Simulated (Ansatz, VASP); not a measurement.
MgS in VASP and in Ansatz

The input INCAR:

```
SYSTEM = MgS
ALGO = Normal
EDIFF = 1E-6
ENCUT = 520
GGA = PS
ISIF = 2
ISMEAR = 0
LASPH = .TRUE.
LCHARG = .FALSE.
LREAL = .FALSE.
LWAVE = .FALSE.
NBANDS = 11
NELM = 80
PREC = Accurate
SIGMA = 0.05
```

File KPOINTS:

```
k-points
0
G
  8 8 8
  0 0 0
```

The input POSCAR:

```
MgS
1.0
    0.0000000000      2.4715675000      2.6016500000
    2.4715675000      0.0000000000      2.6016500000
    2.4715675000      2.4715675000      0.0000000000
Mg S
1 1
Direct
    0.0000000000      0.0000000000      0.0000000000
    0.5000000000      0.5000000000      0.5000000000
```

Input for Ansatz:

```yaml
crystal:
  lattice:
    - [0.0, 2.4715675, 2.60165]
    - [2.4715675, 0.0, 2.60165]
    - [2.4715675, 2.4715675, 0.0]
  atoms:
    - { symbol: Mg, position: [0.0, 0.0, 0.0] }
    - { symbol: S, position: [0.5, 0.5, 0.5] }
basis:
  ecutwfc: 420
kpoints:
  mp_grid: { grid: [8, 8, 8] }
hamiltonian:
  xc: pbesol
scf:
  occupations: { method: gaussian, width: 0.05 }
output:
  forces: true
  stress: true
  eigenvalues: true
```

Change from the starting cell: strain -0.050 along x and y, +0.000 along z, atoms carried along.

Alike in both runs: task single point; functional PBEsol; k mesh 8 × 8 × 8; occupations gaussian, width 0.05 eV; no spin polarisation.

```csv
,VASP,Ansatz
version,VASP 6.6.1,Ansatz 0.2.0
potentials or method,"VASP PAW PBE potentials, release 64 (Mg, S)","scalar-relativistic, plane waves, PAW"
plane-wave cutoff (eV),520,420
valence electrons in the cell,8,16
```

VASP gave:

| Item | Value |
| --- | --- |
| gap on the k mesh at the Fermi level (eV) | 2.70 |
| least direct gap on the mesh (eV) | 4.31 |
| pressure (GPa) | 8.9 |
| largest component of the traceless stress (GPa) | 5.66 |

Question: What did Ansatz give for the same quantities?

Answer: gap on the k mesh at the Fermi level (eV): 2.69; least direct gap on the mesh (eV): 4.31; pressure (GPa): 9.0; largest component of the traceless stress (GPa): 5.65.

The two sets of potentials don't hold the same shells in valence.

Caveats: the PAW data sets were made with another functional, which shifts forces and pressure a little (VASP). A k mesh can miss the band edges.
